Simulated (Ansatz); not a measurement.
In16HO24: frames of a relaxation, H_i, charge +1, atoms relaxed at the host's cell

All numbers are calculated (PBE, no spin polarisation, no spin-orbit coupling; Ansatz, PAW set soft_2, 420 eV, k-mesh 2×2×2 shifted by half a step), not measured.

Positions in Å and forces in eV/Å; free energies count from the last frame, uniform background for the charge.

```
41
Lattice="-5.575 -3.219 4.919 5.575 -3.219 4.919 0.000 6.438 4.919" Properties=species:S:1:pos:R:3:forces:R:3 pbc="T T T" step=1 dE=3.460eV
In    0.011   -0.013    9.491    0.064   -0.320    0.037
In    0.000    3.216    4.574   -0.003    0.061   -0.073
In    2.795   -1.609    4.574    0.339    0.186   -0.008
In   -2.807   -1.616    4.575   -0.616    0.197   -0.030
In    0.007   -0.010   12.657   -0.077   -0.215    0.137
In    0.014    3.197    7.731    0.213   -0.285   -0.983
In    2.798   -1.610    7.745    0.197    0.013    0.225
In   -2.790   -1.612    7.747   -0.098    0.322    0.258
In   -0.003    0.008    5.280   -0.016    0.483    0.155
In    0.000   -3.220   10.193    0.017    0.047    0.049
In   -2.790    1.587   10.188   -0.313   -0.358   -0.090
In    2.798    1.606   10.196    0.310   -0.188    0.048
In    0.005    0.001    2.104    0.157    0.284   -0.305
In    0.003   -3.250    7.037    0.135   -0.014    1.074
In   -2.788    1.599    7.021   -0.241    0.030   -0.159
In    2.799    1.603    7.030    0.156   -0.132   -0.122
O    -1.963   -0.194    6.147    0.121   -0.104   -0.059
O     3.623   -0.180    6.154   -0.188   -0.130    0.004
O     0.827    4.642    6.161   -0.018    0.024    0.198
O     0.856    1.404   11.098   -0.177    0.254   -0.240
O     0.835    1.788    6.157    0.009   -0.019    0.091
O     0.830   -1.442   11.071    0.002    0.092   -0.002
O    -2.007   -3.051    6.168    0.801   -0.121   -0.461
O     3.616   -3.040    6.151    0.012   -0.025    0.172
O     1.140   -1.584    6.202   -0.446   -0.313   -0.653
O    -4.444   -1.608    6.155    0.139   -0.119    0.051
O    -1.642   -0.008   11.065   -0.009    0.124    0.000
O    -1.646    3.210    6.157    0.050    0.000    0.112
O     1.972    0.179    8.621   -0.079   -0.018   -0.071
O    -3.620    0.168    8.612    0.096    0.044   -0.009
O    -0.819   -4.656    8.610   -0.033    0.021   -0.074
O    -0.849   -1.431    3.682    0.311   -0.744    0.695
O    -1.149    1.563    8.584    0.343    0.406    0.311
O     4.451    1.604    8.615   -0.057    0.021   -0.011
O     1.647   -0.006    3.702   -0.063   -0.152   -0.021
O     1.652   -3.219    8.610    0.062   -0.034   -0.069
O    -0.824   -1.797    8.608   -0.044   -0.058   -0.136
O    -0.821    1.431    3.696    0.002   -0.288   -0.031
O     2.021    3.024    8.621   -0.684    0.255    0.026
O    -3.608    3.026    8.620    0.120    0.064    0.037
H    -0.196   -2.955    4.938   -0.498    0.708   -0.073
```

```
41
Lattice="-5.575 -3.219 4.919 5.575 -3.219 4.919 0.000 6.438 4.919" Properties=species:S:1:pos:R:3:forces:R:3 pbc="T T T" step=3 dE=2.161eV
In    0.012   -0.038    9.494   -0.067    0.652    0.066
In    0.001    3.209    4.555   -0.023    0.032   -0.361
In    2.824   -1.612    4.568   -0.568   -0.302   -0.016
In   -2.841   -1.608    4.580    0.096   -0.203    0.130
In    0.011   -0.027   12.665    0.125    0.143   -0.271
In    0.030    3.161    7.610    0.153   -0.328    0.499
In    2.791   -1.612    7.745   -0.025    0.180   -0.184
In   -2.786   -1.612    7.751    0.019   -0.050   -0.040
In    0.003    0.044    5.294    0.201   -0.346    0.190
In    0.000   -3.224   10.215   -0.101    0.031    0.396
In   -2.806    1.566   10.179    0.535    0.227   -0.080
In    2.809    1.594   10.192   -0.584    0.193   -0.046
In    0.011   -0.005    2.104    0.177    0.206   -0.101
In    0.037   -3.259    7.159    0.056   -0.098   -0.630
In   -2.788    1.596    7.018    0.152   -0.048    0.183
In    2.817    1.601    7.028    0.034    0.147    0.200
O    -1.950   -0.205    6.146   -0.116    0.107    0.052
O     3.603   -0.199    6.155    0.099   -0.024    0.002
O     0.825    4.648    6.158   -0.100    0.089   -0.078
O     0.826    1.440   11.066    0.186   -0.181    0.208
O     0.873    1.787    6.131   -0.022    0.015   -0.235
O     0.833   -1.437   11.075   -0.044   -0.137   -0.010
O    -1.868   -3.061    6.089    0.468    0.110   -0.374
O     3.613   -3.054    6.177    0.217   -0.134    0.206
O     1.090   -1.658    6.102   -0.129   -0.008    0.056
O    -4.432   -1.622    6.169    0.079    0.033   -0.029
O    -1.638    0.006   11.072   -0.103   -0.204    0.090
O    -1.648    3.198    6.142    0.098   -0.031   -0.110
O     1.958    0.178    8.605    0.112   -0.178   -0.116
O    -3.611    0.169    8.604   -0.097    0.023    0.024
O    -0.804   -4.676    8.631    0.070   -0.004    0.192
O    -0.781   -1.555    3.799    0.200   -1.607    1.535
O    -1.103    1.624    8.633   -0.116   -0.183   -0.257
O     4.446    1.599    8.614    0.015   -0.074    0.028
O     1.648   -0.029    3.696    0.047    0.232   -0.260
O     1.670   -3.205    8.640    0.021    0.021    0.103
O    -0.837   -1.808    8.620    0.002   -0.089    0.097
O    -0.825    1.396    3.691    0.075   -0.117    0.014
O     1.933    3.044    8.633    0.311   -0.059   -0.160
O    -3.593    3.028    8.620   -0.144    0.027   -0.017
H    -0.418   -2.640    4.925   -1.307    1.942   -0.897
```

```
41
Lattice="-5.575 -3.219 4.919 5.575 -3.219 4.919 0.000 6.438 4.919" Properties=species:S:1:pos:R:3:forces:R:3 pbc="T T T" step=10 dE=0.000eV
In    0.025    0.004    9.499   -0.002   -0.006   -0.004
In    0.012    3.194    4.503    0.000   -0.001    0.001
In    2.785   -1.645    4.565    0.001    0.003   -0.001
In   -2.925   -1.601    4.621   -0.013    0.007   -0.005
In    0.016   -0.013   12.654   -0.002   -0.002    0.000
In    0.073    3.104    7.609   -0.003   -0.001   -0.005
In    2.795   -1.630    7.733    0.009    0.002    0.004
In   -2.753   -1.621    7.771    0.003   -0.001   -0.004
In    0.038    0.037    5.327    0.002    0.004    0.003
In   -0.032   -3.184   10.218    0.000   -0.001   -0.002
In   -2.769    1.591   10.196    0.000   -0.004   -0.004
In    2.807    1.576   10.197    0.005   -0.003    0.006
In    0.064    0.040    2.050   -0.003    0.009   -0.007
In    0.021   -3.261    7.089   -0.003    0.002    0.004
In   -2.776    1.588    7.028    0.001    0.002    0.003
In    2.849    1.590    7.041    0.000    0.000   -0.004
O    -1.938   -0.200    6.140   -0.001   -0.004    0.000
O     3.603   -0.218    6.156    0.000   -0.001    0.003
O     0.819    4.652    6.170    0.003    0.002    0.005
O     0.854    1.419   11.089    0.000    0.001   -0.002
O     0.923    1.795    6.084    0.000   -0.001    0.000
O     0.842   -1.431   11.085   -0.002   -0.001   -0.001
O    -1.927   -3.051    6.152   -0.001    0.005    0.003
O     3.643   -3.107    6.212   -0.001    0.000    0.000
O     1.123   -1.644    6.134    0.003   -0.001   -0.002
O    -4.434   -1.542    6.199   -0.001   -0.003   -0.002
O    -1.630   -0.004   11.073    0.000   -0.001   -0.001
O    -1.615    3.171    6.122    0.002   -0.004   -0.003
O     1.978    0.161    8.603    0.001    0.001   -0.001
O    -3.592    0.172    8.615   -0.003    0.000   -0.001
O    -0.810   -4.678    8.655   -0.002    0.000    0.001
O    -0.818   -1.733    3.944   -0.013   -0.020    0.017
O    -1.106    1.588    8.585    0.002   -0.001    0.000
O     4.463    1.587    8.606    0.000    0.003   -0.001
O     1.629   -0.038    3.671    0.001   -0.006    0.002
O     1.648   -3.205    8.630   -0.004   -0.002    0.001
O    -0.812   -1.796    8.632   -0.001    0.001    0.002
O    -0.809    1.336    3.687    0.001    0.001    0.000
O     1.983    3.008    8.609   -0.002    0.001    0.004
O    -3.614    3.028    8.643    0.003    0.003    0.000
H    -0.695   -2.295    4.751    0.021    0.018   -0.010
```
